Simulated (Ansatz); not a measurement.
**Ge under changes of volume**

One of the cells (22.639 Å³/atom); the others are scaled copies at fixed shape and fractional positions:

```
Ge
1.0
     0.00000    2.82891    2.82891
     2.82891    0.00000    2.82891
     2.82891    2.82891    0.00000
Ge
2
Cartesian
  4.2434 4.2434 4.2434
  2.8289 2.8289 2.8289
```

```yaml
Program: Ansatz 0.2.0
Functional: PBE0
Potentials_or_basis: Ansatz PAW
Cutoff: "420 eV (not typed: the program's choice for these potentials)"
k_mesh: 6 × 6 × 6
Occupations: fermi-dirac, width 0.05 eV
Spin: no spin polarisation
```

```tsv
volume (Å³/atom)	energy over the lowest point (meV/atom)	pressure (GPa)	gap on the mesh (eV)
21.281	28.96	6.3	1.65
21.733	13.97	4.3	1.57
22.186	4.55	2.4	1.48
22.639	0.06	0.8	1.40
23.092	0.00	-0.7	1.23
23.545	3.90	-2.0	1.02
23.997	?	?	?
```

Problem. What does the run at 23.997 Å³/atom give?

Solution. Energy over the lowest point 11.36 meV/atom; pressure -3.2 GPa; gap on the mesh 0.82 eV.

Worked out: A Birch-Murnaghan fit of order 3 (a polynomial in V^(-2/3)) to the other rows has its minimum at 22.87 Å³/atom with B0 = V·E''(V) = 74 GPa and B' = 4.8. It gives 11.29 meV/atom at 23.997 Å³/atom, against the run's 11.36, and -dE/dV = -3.2 GPa, against -3.2. A parabola through the other rows of the gap, of slope -12.2 eV per unit of ln V there, extrapolates to 0.82 eV, against the run's 0.82.

Energies are extrapolated to zero smearing.

Caveats: the PAW data sets come from PBE, with cores solved anew for the run's functional, which leaves a small shift of forces and pressure; the thresholds are loose for stress.

A mesh can miss the band edges. Spin-orbit coupling on Ge is left out.
